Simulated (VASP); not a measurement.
# Ag (Fm-3m) in VASP: notebook

One crystal, Ag, is run at these levels: PBEsol; tasks: relaxation of cell and atoms.

Program: VASP 6.6.1. These are calculated values, not measurements. Logs are shortened: lines on timing, memory, paths and dates and some standing lists are left out, and cuts for length are marked.

## (1) Starting point

It takes space group Fm-3m (No. 225, cubic). Conventional cell: a = 4.085 Å, b = 4.085 Å, c = 4.085 Å, α = 90.00°, β = 90.00°, γ = 90.00°. Ag (site symmetry m-3m) has 12 Ag at 2.89 Å as nearest neighbours.

## (2) Relaxation of cell and atoms, PBEsol

Input file INCAR:

```
SYSTEM = Ag
PREC = Accurate ; ENCUT = 600
EDIFF = 1E-6 ; ISMEAR = 1
SIGMA = 0.1 ; LREAL = .FALSE.
LASPH = .TRUE. ; NELM = 80
ALGO = Normal ; ISIF = 3
LWAVE = .FALSE. ; LCHARG = .FALSE.
GGA = PS ; IBRION = 2
NSW = 90 ; EDIFFG = -0.01
KPAR = 4
```

Input file KPOINTS:

```
Automatic mesh
0
G
  16 16 16
  0 0 0
```

Input file POSCAR:

```
Ag
1.0
    0.0000000000      2.0427500000      2.0427500000
    2.0427500000      0.0000000000      2.0427500000
    2.0427500000      2.0427500000      0.0000000000
Ag
1
Direct
    0.0000000000      0.0000000000      0.0000000000
```

Potentials or basis: VASP PAW PBE potentials, release 64 (Ag).

Run with:

```console
cat potpaw_PBE.64/Ag/POTCAR > POTCAR
mpirun -np 4 vasp_std > vasp.out
```

OUTCAR:

```text
SYSTEM = Ag
   PREC = Accurate
   ENCUT = 600
   EDIFF = 1E-6
   ISMEAR = 1
   LREAL = .FALSE.
   LASPH = .TRUE.
   NELM = 80
   ISIF = 3
   GGA = PS
   IBRION = 2
   NSW = 90
   EDIFFG = -0.01

 ion  position               nearest neighbor table
   1  0.000  0.000  0.000-

  LATTYP: Found a face centered cubic cell.
 ALAT       =     4.0855000000

  Lattice vectors:

 A1 = (   0.0000000000,   2.0427500000,   2.0427500000)
 A2 = (   2.0427500000,   0.0000000000,   2.0427500000)
 A3 = (   2.0427500000,   2.0427500000,   0.0000000000)

Analysis of symmetry for initial positions (statically):
=====================================================================
 Subroutine PRICEL returns:
 Original cell was already a primitive cell.

 Routine SETGRP: Setting up the symmetry group for a
 face centered cubic supercell.

 Subroutine GETGRP returns: Found 48 space group operations
 (whereof 48 operations were pure point group operations)
 out of a pool of 48 trial point group operations.

The static configuration has the point symmetry O_h .

Analysis of symmetry for dynamics (positions and initial velocities):
=====================================================================
 Subroutine PRICEL returns:
 Original cell was already a primitive cell.

 Routine SETGRP: Setting up the symmetry group for a
 face centered cubic supercell.

 Subroutine GETGRP returns: Found 48 space group operations
 (whereof 48 operations were pure point group operations)
 out of a pool of 48 trial point group operations.

The dynamic configuration has the point symmetry O_h .

 Subroutine INISYM returns: Found 48 space group operations
 (whereof 48 operations are pure point group operations),
 and found     1 'primitive' translations

----------------------------------------------------------------------------------------

                                     Primitive cell

  volume of cell :      17.0481

  direct lattice vectors                    reciprocal lattice vectors
     0.000000000  2.042750000  2.042750000    -0.244768082  0.244768082  0.244768082
     2.042750000  0.000000000  2.042750000     0.244768082 -0.244768082  0.244768082
     2.042750000  2.042750000  0.000000000     0.244768082  0.244768082 -0.244768082

  length of vectors
     2.888884755  2.888884755  2.888884755     0.423950755  0.423950755  0.423950755

  position of ions in fractional coordinates (direct lattice)
     0.000000000  0.000000000  0.000000000

  ion indices of the primitive-cell ions
   primitive index   ion index
                 1           1

----------------------------------------------------------------------------------------

 KPOINTS: Automatic mesh

Automatic generation of k-mesh.
 Grid dimensions read from file:
 generate k-points for:   16   16   16

 Generating k-lattice:

  Cartesian coordinates                     Fractional coordinates (reciprocal lattice)
    -0.015298005  0.015298005  0.015298005     0.062500000  0.000000000  0.000000000
     0.015298005 -0.015298005  0.015298005     0.000000000  0.062500000  0.000000000
     0.015298005  0.015298005 -0.015298005     0.000000000  0.000000000  0.062500000

  Length of vectors
     0.026496922  0.026496922  0.026496922

  Shift w.r.t. Gamma in fractional coordinates (k-lattice)
     0.000000000  0.000000000  0.000000000

 Subroutine IBZKPT returns following result:
 ===========================================

 Found    145 irreducible k-points:

 Following reciprocal coordinates:
            Coordinates               Weight
  0.000000  0.000000  0.000000      1.000000
  0.062500  0.000000  0.000000      8.000000
  0.125000  0.000000  0.000000      8.000000
  0.187500  0.000000  0.000000      8.000000
  0.250000  0.000000  0.000000      8.000000
  0.312500  0.000000  0.000000      8.000000
[... 16 lines left out ...]
 -0.125000  0.062500  0.000000     24.000000
 -0.062500  0.062500  0.000000     12.000000
 [... further k-points ...]
   k-points           NKPTS =    145   k-points in BZ     NKDIM =    145   number of bands    NBANDS=      9
   number of dos      NEDOS =    301   number of ions     NIONS =      1
   total plane-waves  NPLWV =  13824
   dimension x,y,z NGX =    24 NGY =   24 NGZ =   24
   dimension x,y,z NGXF=    48 NGYF=   48 NGZF=   48
   ions per type =               1
   NGX,Y,Z   is equivalent  to a cutoff of  13.81, 13.81, 13.81 a.u.
   NGXF,Y,Z  is equivalent  to a cutoff of  27.62, 27.62, 27.62 a.u.
 SYSTEM =  Ag
   PREC   = accura    normal or accurate (medium, high low for compatibility)
   ISTART =      0    job   : 0-new  1-cont  2-samecut
   ICHARG =      2    charge: 1-file 2-atom 10-const
   ISPIN  =      1    spin polarized calculation?
   LNONCOLLINEAR =      F non collinear calculations
   LSORBIT =      F    spin-orbit coupling
   LASPH  =      T    aspherical Exc in radial PAW
   ENCUT  =  600.0 eV  44.10 Ry    6.64 a.u.   5.77  5.77  5.77*2*pi/ulx,y,z
   NELM   =     80;   NELMIN=  2; NELMDL= -5     # of ELM steps
   EDIFF  = 0.1E-05   stopping-criterion for ELM
   LREAL  =      F    real-space projection
   EDIFFG = -.1E-01   stopping-criterion for IOM
   NSW    =     90    number of steps for IOM
   IBRION =      2    ionic relax: 0-MD 1-quasi-New 2-CG
   NFREE  =      1    steps in history (QN), initial steepest desc. (CG)
   ISIF   =      3    stress and relaxation
   ISYM   =      2    0-nonsym 1-usesym 2-fastsym
   POTIM  = 0.5000    time-step for ionic-motion
   TEBEG  =    0.0;   TEEND  =   0.0 temperature during run
   PSTRESS=    0.0 pullay stress
   NELECT =      11.0000    total number of electrons
   NUPDOWN=      -1.0000    fix difference up-down
   EMIN   =  10.00;   EMAX   =-10.00  energy-range for DOS
   EFERMI =   0.00;   METHOD = LEGACY
   ISMEAR =     1;   SIGMA  =   0.10  broadening in eV -4-tet -1-fermi 0-gaus
   EFERMI_NEDOS =   21; number of points for ismear=-14 and -15
   IALGO  =     38    algorithm
   IMIX   =      4    mixing-type and parameters
     AMIX     =   0.40;   BMIX     =  1.00
     AMIX_MAG =   1.60;   BMIX_MAG =  1.00
  volume/ion in A,a.u.               =      17.05       115.05
  Fermi-wavevector in a.u.,A,eV,Ry     =   1.414644  2.673290 27.228221  2.001218
  Thomas-Fermi vector in A             =   2.536165
   LORBIT       =      0    0 simple, 1 ext, 2 COOP (PROOUT), +10 PAW based schemes
   GGA     = PS    functional components
   LHFCALC =     F    Hartree Fock is set to
   AEXX    =    0.0000 exact exchange contribution
   IVDW    =     0    specifies the selected vdW correction
   LEPSILON=     F    determine dielectric tensor
   LRPA    =     F    only Hartree local field effects (RPA)
 conjugate gradient relaxation of ions
 non-spin polarized calculation
 Methfessel and Paxton  Order N= 1 SIGMA  =   0.10
  energy-cutoff  :      600.00
  volume of cell :       17.05
 maximum number of plane-waves:       588
   NGX = 11   NGY = 11   NGZ = 11

--------------------------------------- Ionic step        1  -------------------------------------------

 number of electron      10.9999999 magnetization

 Free energy of the ion-electron system (eV)
  ---------------------------------------------------
  ext. energy  EPLUGINS =         0.00000000
  ---------------------------------------------------
  free energy    TOTEN  =        -3.30675974 eV

  energy without entropy =       -3.30614593  energy(sigma->0) =       -3.30655514

------------------------ aborting loop because EDIFF is reached ----------------------------------------

  FORCE on cell =-STRESS in cart. coord.  units (eV):
  Direction    XX          YY          ZZ          XY          YZ          ZX
  --------------------------------------------------------------------------------------
  -------------------------------------------------------------------------------------
  Total       -0.2970872     -0.2970872     -0.2970872      0.0000000      0.0000000      0.0000000
  in kB      -27.9202259    -27.9202259    -27.9202259      0.0000000      0.0000000      0.0000000
  external PRESSURE =     -27.9202259 kB  Pullay stress =       0.0000000 kB
[... 55 lines left out ...]
  energy  without entropy=       -3.3076846953  energy(sigma->0) =       -3.30818666

--------------------------------------- Ionic step        3  -------------------------------------------

 number of electron      11.0000001 magnetization

 Free energy of the ion-electron system (eV)
  ---------------------------------------------------
  ext. energy  EPLUGINS =         0.00000000
  ---------------------------------------------------
  free energy    TOTEN  =        -3.31054344 eV

  energy without entropy =       -3.30980786  energy(sigma->0) =       -3.31029825

 E-fermi :   8.5210     XC(G=0): -12.5630

 val. band max:        8.5177465151   @ k =   0.5000   0.3125   0.1250
 cond. band min:       8.5307554628   @ k =   0.5000   0.1875   0.0625
 fundamental gap:      0.0130089477
 Fermi energy:         8.5210300242

 k-point     1 :       0.0000    0.0000    0.0000
  band No.  band energies     occupation
      1       0.5673      2.00000
      2       3.7225      2.00000
      3       3.7225      2.00000
      4       3.7225      2.00000
      5       4.8171      2.00000
      6       4.8171      2.00000
      7      24.6235      0.00000
      8      28.3459      0.00000
      9      28.3459      0.00000
[... 265 lines left out ...]
 k-point    24 :      -0.0625    0.0625    0.0000
  band No.  band energies     occupation
      1       0.8952      2.00000
      2       3.6303      2.00000
      3       3.8067      2.00000
      4       3.8360      2.00000
      5       4.7324      2.00000
      6       4.8381      2.00000
      7      24.6576      0.00000
      8      26.3562      0.00000
      9      27.7665      0.00000

 [... further k-points ...]

------------------------ aborting loop because EDIFF is reached ----------------------------------------

  FORCE on cell =-STRESS in cart. coord.  units (eV):
  Direction    XX          YY          ZZ          XY          YZ          ZX
  --------------------------------------------------------------------------------------
  -------------------------------------------------------------------------------------
  Total       -0.0006960     -0.0006960     -0.0006960     -0.0000000      0.0000000      0.0000000
  in kB       -0.0670680     -0.0670680     -0.0670680     -0.0000000      0.0000000      0.0000000
  external PRESSURE =      -0.0670680 kB  Pullay stress =       0.0000000 kB
[... 16 lines left out ...]
  FREE ENERGIE OF THE ION-ELECTRON SYSTEM (eV)
  ---------------------------------------------------
  free  energy   TOTEN  =        -3.3105434418 eV

  energy  without entropy=       -3.3098078650  energy(sigma->0) =       -3.31029825

 reached required accuracy - stopping structural energy minimisation
```

Wall time 6.2 s (4 MPI ranks of Intel Xeon 6975P-C (Granite Rapids), shared host); peak memory 0.16 GiB.

Results:

| Quantity | Value |
| --- | --- |
| Free energy | -3.3105 eV |
| Relaxed volume | 16.63 Å³/atom |
| Relaxed cell | a = 2.865 Å, b = 2.865 Å, c = 2.865 Å, α = 60.00°, β = 60.00°, γ = 60.00° |
| Space group after relaxing (to 0.05 Å) | Fm-3m (No. 225) |
| Energy gained by relaxing | 3.8 meV/atom |
| Ionic steps | 3 |
| Pressure after relaxing | 0.0 GPa |
| Band gap on the k mesh | none (metal or under the smearing width) |

Step by step:
```
step  energy change (eV)  largest force (eV/Å)  pressure (GPa)  volume (Å³)
   1              0.0000                0.0000           -2.79        17.05
   2             -0.0017                0.0000            2.30        16.33
   3             -0.0038                0.0000           -0.01        16.63
```

Final structure:
```xyz
1
Lattice="0.0000 2.0258 2.0258 2.0258 0.0000 2.0258 2.0258 2.0258 0.0000" Properties=species:S:1:pos:R:3 pbc="T T T"
Ag    0.0000    0.0000    0.0000
```

Caveat: the PAW data sets were made with another functional, which shifts forces and pressure a little.

## (3) Relaxation of cell and atoms, PBEsol

This run uses another cell than the first one, of 16.63 Å³/atom, 0.975 times its volume.

Input file INCAR:

```
SYSTEM = Ag
PREC = Accurate ; ENCUT = 600
EDIFF = 1E-7 ; ISMEAR = 1
SIGMA = 0.1 ; LREAL = .FALSE.
LASPH = .TRUE. ; NELM = 80
ALGO = Normal ; ISIF = 3
LWAVE = .FALSE. ; LCHARG = .FALSE.
GGA = PS ; IBRION = 2
NSW = 90 ; EDIFFG = -0.005
KPAR = 4
```

KPOINTS is that of step 2.

Input file POSCAR:

```
Ag                                      
1.0
    0.0000000000      2.0257627213      2.0257627213
    2.0257627213      0.0000000000      2.0257627213
    2.0257627213      2.0257627213      0.0000000000
  Ag            
     1
Direct
     0.0000000000000000    0.0000000000000000    0.0000000000000000
```

Potentials or basis: VASP PAW PBE potentials, release 64 (Ag).

Run with:

```console
cat potpaw_PBE.64/Ag/POTCAR > POTCAR
mpirun -np 4 vasp_std > vasp.out
```

Wall time 3 s (4 MPI ranks of Intel Xeon 6975P-C (Granite Rapids), shared host); peak memory 0.14 GiB.

It converged, with:

| Quantity | Value |
| --- | --- |
| Free energy | -3.3103 eV |
| Pressure after relaxing | 0.0 GPa |
| Band gap on the k mesh | none (metal or under the smearing width) |

Final structure:
```xyz
1
Lattice="0.0000 2.0258 2.0258 2.0258 0.0000 2.0258 2.0258 2.0258 0.0000" Properties=species:S:1:pos:R:3 pbc="T T T"
Ag    0.0000    0.0000    0.0000
```

Levels at points of the mesh, in eV from the Fermi level:
```tsv
k point	band 2	band 3	band 4	band 5	band 6	band 7	band 8	band 9
(0.00, 0.00, 0.00)	-4.80	-4.80	-4.80	-3.70	-3.70	16.10	19.82	19.82
(0.50, 0.00, 0.00)	-4.82	-4.82	-2.87	-2.87	-0.46	3.79	15.34	18.14
(0.50, 0.50, 0.00)	-6.38	-2.90	-2.65	-2.65	1.58	6.98	10.79	10.79
```

Caveat: the relaxation stopped at its first step, so nothing moved; the PAW data sets were made with another functional, which shifts forces and pressure a little.
